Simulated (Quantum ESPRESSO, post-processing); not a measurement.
# 2H-WS2, 1 layer: solver and mixing choices, part 3 of 3

Which eigensolver and mixing suits 2H-WS2, 1 layer? The physics should not care; the clock does.

Quantum ESPRESSO 7.5; plane-wave DFT, PBE, PseudoDojo norm-conserving pseudopotentials.

So far. Step 6 (SCF with pw.x: david, local-TF mixing, beta 0.7 …): Counted from each run's own zero (the valence top), the vacuum level differs from the first run's by -1 meV. Step 7 (Self-consistent run: david, local-TF mixing, beta 0.2 …): Counted from each run's own zero (the valence top), the vacuum level differs from the first run's by +1 meV.

## Step 8: SCF with pw.x: david, local-TF mixing, beta 0.4, history 4

File c6.in:

```
&control
  prefix = 'c6'
  outdir = './out'
  pseudo_dir = './pseudo'
  calculation = 'scf'
  tprnfor = .true.
/
&system
  ibrav = 0
  nat = 3
  ntyp = 2
  ecutwfc = 62
  ecutrho = 248
  occupations = 'smearing'
  smearing = 'fd'
  degauss = 0.004
  assume_isolated = 'esm'
  esm_bc = 'bc1'
/
&electrons
  conv_thr = 1e-07
  mixing_beta = 0.4
  electron_maxstep = 80
  mixing_mode = 'local-TF'
  diagonalization = 'david'
  mixing_ndim = 4
/
ATOMIC_SPECIES
  S   32.0600  S.dojo-sr-pbe-0.4.1-standard.upf
  W   183.8400  W.dojo-sr-pbe-0.4.1-standard.upf
CELL_PARAMETERS angstrom
  3.18000000000000 0.00000000000000 0.00000000000000
  -1.59000000000000 2.75396078403451 0.00000000000000
  0.00000000000000 0.00000000000000 20.47562023241895
ATOMIC_POSITIONS crystal
  S   0.333333333333 0.666666666667 -0.084872159988
  W   0.000000000000 0.000000000000 0.000000000000
  S   0.333333333333 0.666666666667 0.084872159988
K_POINTS automatic
  12 12 1 0 0 0
```

The run is started by

```sh
> OMP_NUM_THREADS=1 mpirun -n 4 pw.x -nk 4 -in c6.in > c6.out
```

Log:

```text
[banner, memory and clock lines left out]
Program PWSCF v.7.5 starts
[...]
Message from routine setup:
[...]
number of electrons       =        26.00
     number of Kohn-Sham states=           17
     kinetic-energy cutoff     =      62.0000  Ry
     charge density cutoff     =     248.0000  Ry
[...]
number of k points=    19  Fermi-Dirac smearing, width (Ry)=  0.0040
[...]
Dense  grid:    79525 G-vectors     FFT dimensions: (  32,  32, 200)
[...]
negative rho (up, down):  5.795E-05 0.000E+00
     Starting wfcs are   18 randomized atomic wfcs
[...]
negative rho (up, down):  1.024E-07 0.000E+00
[...]
estimated scf accuracy    <       0.09631947 Ry
[...]
estimated scf accuracy    <       0.03125021 Ry
[...]
estimated scf accuracy    <       0.02042118 Ry
[...]
estimated scf accuracy    <       0.05165399 Ry
[...]
estimated scf accuracy    <       0.01325747 Ry
[...]
estimated scf accuracy    <       0.01244394 Ry
[...]
estimated scf accuracy    <       0.00902563 Ry
[...]
estimated scf accuracy    <       0.00093727 Ry
[...]
estimated scf accuracy    <       0.00202310 Ry
[...]
estimated scf accuracy    <       0.00050659 Ry
[...]
estimated scf accuracy    <       0.00351163 Ry
[...]
estimated scf accuracy    <       0.00274188 Ry
[...]
estimated scf accuracy    <       0.00026387 Ry
[...]
negative rho (up, down):  1.380E-07 0.000E+00
[...]
estimated scf accuracy    <       0.00055440 Ry
[...]
negative rho (up, down):  7.492E-04 0.000E+00
[...]
estimated scf accuracy    <       0.00003936 Ry
[...]
negative rho (up, down):  5.906E-04 0.000E+00
[...]
estimated scf accuracy    <       0.00022591 Ry
[...]
negative rho (up, down):  3.517E-04 0.000E+00
[...]
estimated scf accuracy    <       0.00008325 Ry
[...]
negative rho (up, down):  1.984E-04 0.000E+00
[...]
estimated scf accuracy    <       0.00000411 Ry
[...]
estimated scf accuracy    <       0.00000771 Ry
[...]
negative rho (up, down):  6.882E-06 0.000E+00
[...]
estimated scf accuracy    <       0.00000304 Ry
[...]
the Fermi energy is    -4.8711 ev
!    total energy              =    -196.00140318 Ry
     estimated scf accuracy    <       0.00000008 Ry
     smearing contrib. (-TS)   =      -0.00000002 Ry
     internal energy E=F+TS    =    -196.00140317 Ry
[...]
one-electron contribution =     724.96853673 Ry
     hartree contribution      =    -367.74471019 Ry
     xc contribution           =     -45.63643541 Ry
     ewald contribution        =    -507.58879429 Ry
     convergence has been achieved in  21 iterations
[...]
Total force =     0.142257     Total SCF correction =     0.000122
[...]
```

Run time: 40 s. Hardware: 4 MPI ranks of Arm Neoverse V2, shared host; peak memory 0.44 GiB; 2.7 min of CPU time.

Numbers from this step:

```
free energy                                                    : -2666.7349 eV
Fermi energy                                                   : -4.871 eV
valence top, on the run's zero                                 : -5.543 eV
conduction bottom, on the run's zero                           : -4.133 eV
gap by band count                                              : 1.410 eV
vacuum line at the lower end of the cell, over the valence top : 5.543 eV
vacuum line at the upper end of the cell, over the valence top : 5.543 eV
```

The program's own clock; routines nest. Time by routine:

```csv
routine,wall time (s),calls
PWSCF,39.55,1
electrons,38.56,1
c_bands,26.22,22
cegterg,20.77,110
h_psi,17.28,687
fftw,14.15,14046
vloc_psi,13.8,687
mix_rho,7.94,22
ffts,5.1,1842
sum_band,2.86,22
calbec,1.75,707
add_vuspsi,1.74,687
h_psi:calbec,1.66,687
v_of_rho,1.38,22
```

Counted from each run's own zero (the valence top), the vacuum level differs from the first run's by -3 meV.

## Step 9: Self-consistent run: cg, local-TF mixing, beta 0.4, history 8

c7.in, as its differences from the input of step 8:

```diff
@@ -1,3 +1,3 @@
 &control
-  prefix = 'c6'
+  prefix = 'c7'
   outdir = './out'
@@ -24,4 +24,4 @@
   mixing_mode = 'local-TF'
-  diagonalization = 'david'
-  mixing_ndim = 4
+  diagonalization = 'cg'
+  mixing_ndim = 8
 /
```

The run is started by

```sh
> OMP_NUM_THREADS=1 mpirun -n 4 pw.x -nk 4 -in c7.in > c7.out
```

Log:

```text
[banner, memory and clock lines left out]
Program PWSCF v.7.5 starts
[...]
Message from routine setup:
[...]
number of electrons       =        26.00
     number of Kohn-Sham states=           17
     kinetic-energy cutoff     =      62.0000  Ry
     charge density cutoff     =     248.0000  Ry
[...]
number of k points=    19  Fermi-Dirac smearing, width (Ry)=  0.0040
[...]
Dense  grid:    79525 G-vectors     FFT dimensions: (  32,  32, 200)
[...]
negative rho (up, down):  5.795E-05 0.000E+00
     Starting wfcs are   18 randomized atomic wfcs
[...]
estimated scf accuracy    <       0.10531021 Ry
[...]
estimated scf accuracy    <       0.04686383 Ry
[...]
estimated scf accuracy    <       0.01267381 Ry
[...]
estimated scf accuracy    <       0.00574345 Ry
[...]
estimated scf accuracy    <       0.00177687 Ry
[...]
estimated scf accuracy    <       0.00668961 Ry
[...]
estimated scf accuracy    <       0.00057911 Ry
[...]
negative rho (up, down):  1.362E-03 0.000E+00
[...]
estimated scf accuracy    <       0.00076437 Ry
[...]
negative rho (up, down):  1.089E-03 0.000E+00
[...]
estimated scf accuracy    <       0.00011070 Ry
[...]
negative rho (up, down):  8.038E-04 0.000E+00
[...]
estimated scf accuracy    <       0.00034532 Ry
[...]
negative rho (up, down):  3.592E-04 0.000E+00
[...]
estimated scf accuracy    <       0.00000396 Ry
[...]
negative rho (up, down):  3.015E-06 0.000E+00
[...]
estimated scf accuracy    <       0.00000243 Ry
[...]
negative rho (up, down):  1.089E-05 0.000E+00
[...]
estimated scf accuracy    <       0.00000090 Ry
[...]
estimated scf accuracy    <       0.00000019 Ry
[...]
the Fermi energy is    -4.8733 ev
!    total energy              =    -196.00140387 Ry
     estimated scf accuracy    <          3.4E-09 Ry
     smearing contrib. (-TS)   =      -0.00000002 Ry
     internal energy E=F+TS    =    -196.00140385 Ry
[...]
one-electron contribution =     724.97219703 Ry
     hartree contribution      =    -367.74815364 Ry
     xc contribution           =     -45.63665296 Ry
     ewald contribution        =    -507.58879429 Ry
     convergence has been achieved in  15 iterations
[...]
Total force =     0.141344     Total SCF correction =     0.000139
[...]
```

Wall time 30 s (4 MPI ranks); peak memory 0.44 GiB.

Read from the output:

- free energy: -2666.7350 eV
- Fermi energy: -4.873 eV
- valence top, on the run's zero: -5.546 eV
- conduction bottom, on the run's zero: -4.135 eV
- gap by band count: 1.411 eV
- vacuum line at the lower end of the cell, over the valence top: 5.546 eV
- vacuum line at the upper end of the cell, over the valence top: 5.546 eV

The program's own clock; routines nest. Time by routine:

| routine | wall time (s) | calls |
| --- | --- | --- |
| PWSCF | 29.61 | 1 |
| electrons | 28.62 | 1 |
| c_bands | 19.31 | 16 |
| h_psi | 15.84 | 3252 |
| ccgdiagg | 15.01 | 80 |
| hs_1psi | 12.27 | 3177 |
| fftw | 10.94 | 10274 |
| vloc_psi | 10.77 | 3252 |
| mix_rho | 6.08 | 16 |
| wfcrot | 3.94 | 75 |
| calbec | 3.88 | 6449 |
| ffts | 3.87 | 1380 |
| add_vuspsi | 2.91 | 3252 |
| sum_band | 2.1 | 16 |

Counted from each run's own zero (the valence top), the vacuum level differs from the first run's by -1 meV.

## Step 10: Self-consistent run: ppcg, local-TF mixing, beta 0.4, history 8

c8.in, as its differences from the input of step 9:

```diff
@@ -1,3 +1,3 @@
 &control
-  prefix = 'c7'
+  prefix = 'c8'
   outdir = './out'
@@ -24,3 +24,3 @@
   mixing_mode = 'local-TF'
-  diagonalization = 'cg'
+  diagonalization = 'ppcg'
   mixing_ndim = 8
```

The run is started by

```sh
> OMP_NUM_THREADS=1 mpirun -n 4 pw.x -nk 4 -in c8.in > c8.out
```

Log:

```text
[banner, memory and clock lines left out]
Program PWSCF v.7.5 starts

          URL

 %%%%%%%%%%%%%%%%%%%%%%%%%%%%%%%%%%%%%%%%%%%%%%%%%%%%%%%%%%%%%%%%%%%%%%%%%%%%%%
     Error in routine iosys (1):
     PPCG diagonalization not supported anymore (Dec. 2024)
 %%%%%%%%%%%%%%%%%%%%%%%%%%%%%%%%%%%%%%%%%%%%%%%%%%%%%%%%%%%%%%%%%%%%%%%%%%%%%%

     stopping ...
[the rest left out]
```

Run time: 0.48 s. Hardware: 4 MPI ranks; peak memory 0.09 GiB.

The program refused the input before any cycle.

The fault put into the input: an eigensolver that this release has dropped (electrons.diagonalization = "ppcg").

The message: “iosys (1): PPCG diagonalization not supported anymore (Dec. 2024)”. This release no longer has that solver; david, paro or rmm-davidson serve.

## Step 11: SCF with pw.x: paro, local-TF mixing, beta 0.4, history 8

c9.in, as its differences from the input of step 10:

```diff
@@ -1,3 +1,3 @@
 &control
-  prefix = 'c8'
+  prefix = 'c9'
   outdir = './out'
@@ -24,3 +24,3 @@
   mixing_mode = 'local-TF'
-  diagonalization = 'ppcg'
+  diagonalization = 'paro'
   mixing_ndim = 8
```

The run is started by

```sh
> OMP_NUM_THREADS=1 mpirun -n 4 pw.x -nk 4 -in c9.in > c9.out
```

Log:

```text
[banner, memory and clock lines left out]
Program PWSCF v.7.5 starts
[...]
Message from routine setup:
[...]
number of electrons       =        26.00
     number of Kohn-Sham states=           17
     kinetic-energy cutoff     =      62.0000  Ry
     charge density cutoff     =     248.0000  Ry
[...]
number of k points=    19  Fermi-Dirac smearing, width (Ry)=  0.0040
[...]
Dense  grid:    79525 G-vectors     FFT dimensions: (  32,  32, 200)
[...]
negative rho (up, down):  5.795E-05 0.000E+00
     Starting wfcs are   18 randomized atomic wfcs
[...]
estimated scf accuracy    <       0.11003965 Ry
[...]
estimated scf accuracy    <       0.05018487 Ry
[...]
estimated scf accuracy    <       0.01738224 Ry
[...]
estimated scf accuracy    <       0.01512853 Ry
[...]
estimated scf accuracy    <       0.00187096 Ry
[...]
estimated scf accuracy    <       0.00198403 Ry
[...]
estimated scf accuracy    <       0.00041560 Ry
[...]
negative rho (up, down):  1.426E-03 0.000E+00
[...]
estimated scf accuracy    <       0.00016949 Ry
[...]
negative rho (up, down):  7.549E-04 0.000E+00
[...]
estimated scf accuracy    <       0.00008068 Ry
[...]
negative rho (up, down):  7.773E-04 0.000E+00
[...]
estimated scf accuracy    <       0.00006350 Ry
[...]
negative rho (up, down):  2.734E-04 0.000E+00
[...]
estimated scf accuracy    <       0.00001126 Ry
[...]
negative rho (up, down):  1.065E-05 0.000E+00
[...]
estimated scf accuracy    <       0.00000051 Ry
[...]
the Fermi energy is    -4.8734 ev
!    total energy              =    -196.00140385 Ry
     estimated scf accuracy    <       0.00000004 Ry
     smearing contrib. (-TS)   =      -0.00000002 Ry
     internal energy E=F+TS    =    -196.00140383 Ry
[...]
one-electron contribution =     724.96907229 Ry
     hartree contribution      =    -367.74493295 Ry
     xc contribution           =     -45.63674888 Ry
     ewald contribution        =    -507.58879429 Ry
     convergence has been achieved in  13 iterations
[...]
Total force =     0.141353     Total SCF correction =     0.000383
[...]
```

The job ended after 44 s (4 MPI ranks; peak memory 0.48 GiB).

The program's own clock; routines nest. Time by routine:

```
     routine  wall time (s)  calls
       PWSCF          43.01      1
   electrons          42.03      1
     c_bands          33.86     14
      paro_k          28.83     70
       h_psi          22.45   1351
    vloc_psi          17.49   1351
        fftw          16.73  16328
     mix_rho           5.32     14
        ffts           3.38   1216
  add_vuspsi           2.47   1351
      calbec           2.46   1371
h_psi:calbec           2.38   1351
    sum_band           1.86     14
    v_of_rho           0.87     14
```

Counted from each run's own zero (the valence top), the vacuum level differs from the first run's by -1 meV.

## Step 12: SCF with pw.x: rmm-davidson, local-TF mixing, beta 0.4, history 8

c10.in, as its differences from the input of step 11:

```diff
@@ -1,3 +1,3 @@
 &control
-  prefix = 'c9'
+  prefix = 'c10'
   outdir = './out'
@@ -24,3 +24,3 @@
   mixing_mode = 'local-TF'
-  diagonalization = 'paro'
+  diagonalization = 'rmm-davidson'
   mixing_ndim = 8
```

The run is started by

```sh
> OMP_NUM_THREADS=1 mpirun -n 4 pw.x -nk 4 -in c10.in > c10.out
```

Log:

```text
[banner, memory and clock lines left out]
Program PWSCF v.7.5 starts
[...]
Message from routine setup:
[...]
number of electrons       =        26.00
     number of Kohn-Sham states=           17
     kinetic-energy cutoff     =      62.0000  Ry
     charge density cutoff     =     248.0000  Ry
[...]
number of k points=    19  Fermi-Dirac smearing, width (Ry)=  0.0040
[...]
Dense  grid:    79525 G-vectors     FFT dimensions: (  32,  32, 200)
[...]
negative rho (up, down):  5.795E-05 0.000E+00
     Starting wfcs are   18 randomized atomic wfcs
[...]
negative rho (up, down):  1.024E-07 0.000E+00
[...]
estimated scf accuracy    <       0.09631947 Ry
[...]
estimated scf accuracy    <       0.03125021 Ry
[...]
estimated scf accuracy    <       0.02304531 Ry
[...]
estimated scf accuracy    <       0.06328841 Ry
[...]
estimated scf accuracy    <       0.01938210 Ry
[...]
estimated scf accuracy    <       0.00600870 Ry
[...]
estimated scf accuracy    <       0.00147069 Ry
[...]
estimated scf accuracy    <       0.00143154 Ry
[...]
negative rho (up, down):  1.845E-03 0.000E+00
[...]
estimated scf accuracy    <       0.00113614 Ry
[...]
negative rho (up, down):  1.397E-03 0.000E+00
[...]
estimated scf accuracy    <       0.00209435 Ry
[...]
negative rho (up, down):  6.450E-04 0.000E+00
[...]
estimated scf accuracy    <       0.00240555 Ry
[...]
negative rho (up, down):  6.144E-04 0.000E+00
[...]
estimated scf accuracy    <       0.00044889 Ry
[...]
negative rho (up, down):  9.544E-05 0.000E+00
[...]
estimated scf accuracy    <       0.00019606 Ry
[...]
negative rho (up, down):  4.975E-08 0.000E+00
[...]
estimated scf accuracy    <       0.00001333 Ry
[...]
negative rho (up, down):  7.239E-08 0.000E+00
[...]
estimated scf accuracy    <       0.00000256 Ry
[...]
negative rho (up, down):  1.224E-05 0.000E+00
[...]
estimated scf accuracy    <       0.00000357 Ry
[...]
negative rho (up, down):  2.907E-05 0.000E+00
[...]
estimated scf accuracy    <       0.00000101 Ry
[...]
negative rho (up, down):  2.859E-05 0.000E+00
[...]
estimated scf accuracy    <       0.00000017 Ry
[...]
negative rho (up, down):  9.438E-06 0.000E+00
[...]
estimated scf accuracy    <       0.00000032 Ry
[...]
the Fermi energy is    -4.8726 ev
!    total energy              =    -196.00140384 Ry
     estimated scf accuracy    <       0.00000002 Ry
     smearing contrib. (-TS)   =      -0.00000002 Ry
     internal energy E=F+TS    =    -196.00140383 Ry
[...]
one-electron contribution =     724.97028502 Ry
     hartree contribution      =    -367.74627940 Ry
     xc contribution           =     -45.63661515 Ry
     ewald contribution        =    -507.58879429 Ry
     convergence has been achieved in  20 iterations
[...]
Total force =     0.141490     Total SCF correction =     0.000346
[...]
```

Run time: 32 s. Hardware: 4 MPI ranks; peak memory 0.51 GiB.

Numbers from this step:

```
valence top, on the run's zero                                 : -5.545 eV
conduction bottom, on the run's zero                           : -4.134 eV
gap by band count                                              : 1.410 eV
vacuum line at the lower end of the cell, over the valence top : 5.545 eV
vacuum line at the upper end of the cell, over the valence top : 5.545 eV
```

The program's own clock; routines nest. Time by routine:

```csv
routine,wall time (s),calls
PWSCF,31.85,1
electrons,30.88,1
c_bands,17.99,21
h_psi,13.59,441
fftw,11.53,11349
vloc_psi,10.94,441
mix_rho,8.78,21
crmmdiagg,5.92,70
ffts,5.59,2016
wfcrot,3.94,75
sum_band,2.7,21
calbec,1.35,461
add_vuspsi,1.32,441
v_of_rho,1.29,21
```

Counted from each run's own zero (the valence top), the vacuum level differs from the first run's by -2 meV.

## Step 13: The series side by side

All levels:

```csv
level,vacuum level over the valence top (eV),its change from the first (meV),energy from the first (meV an atom),SCF iterations,wall time (s),peak memory (GiB),CPU time (s)
"david, local-TF mixing, beta 0.4, history 8",5.546,0,0,24,44.89,0.45,179.3
"david, plain mixing, beta 0.4, history 8",5.545,-1.182,-4.54e-5,21,35.25,0.46,140.7
"david, plain mixing, beta 0.7, history 8",5.541,-5.102,0.002766,18,28.31,0.48,113
"david, TF mixing, beta 0.4, history 8",5.547,0.79,-1.81e-4,31,41.53,0.45,165.8
"david, local-TF mixing, beta 0.7, history 8",5.545,-1.182,0,28,50.12,0.45,200.2
"david, local-TF mixing, beta 0.2, history 8",5.548,1.348,-2.72e-4,33,60.52,0.5,241.8
"david, local-TF mixing, beta 0.4, history 4",5.543,-3.152,0.002766,21,40.08,0.44,160
"cg, local-TF mixing, beta 0.4, history 8",5.546,-0.7483,-3.63e-4,15,30.14,0.44,120.3
"paro, local-TF mixing, beta 0.4, history 8",5.546,-0.5817,-2.72e-4,13,43.54,0.48,173.9
"rmm-davidson, local-TF mixing, beta 0.4, history 8",5.545,-1.512,-2.27e-4,20,32.37,0.51,129.2
```

## Step 14: Outcome

| Quantity | Value |
| --- | --- |
| fastest | david, plain mixing, beta 0.7, history 8: 28 s, 18 iterations |
| slowest that converged | david, local-TF mixing, beta 0.2, history 8: 61 s, 33 iterations |
| fewest iterations | paro, local-TF mixing, beta 0.4, history 8: 13 |
| largest change of the vacuum level | 5 meV |

In words: The fastest choice is david, plain mixing, beta 0.7, history 8: 28 s, 18 iterations. The converged runs took 13 to 33 iterations and agree within 6 meV in the vacuum level; counts also move with the parallel layout and the random start, so differences of a few iterations rank nothing. Refused or stopped by an error: ppcg, local-TF mixing, beta 0.4, history 8. The times come from a shared host and are rough. Peak memory is sampled during the run and can miss the peak. The geometry is as built, not relaxed.

[Logs are printed without paths, hosts, clocks, repeated set-up lines and the standing remarks that a program may print on its own settings, such as how far it seeks lower states.]

[Hosts, paths, dates, database ids (printed as entryN), source tags and the programs' standing remarks are cut or masked in the printed files.]

[Maps of the electrostatic potential energy from Ansatz leave out the sawtooth potential of an applied field or a dipole correction, so their vacuum need not be flat; planar profiles and work functions include it.]
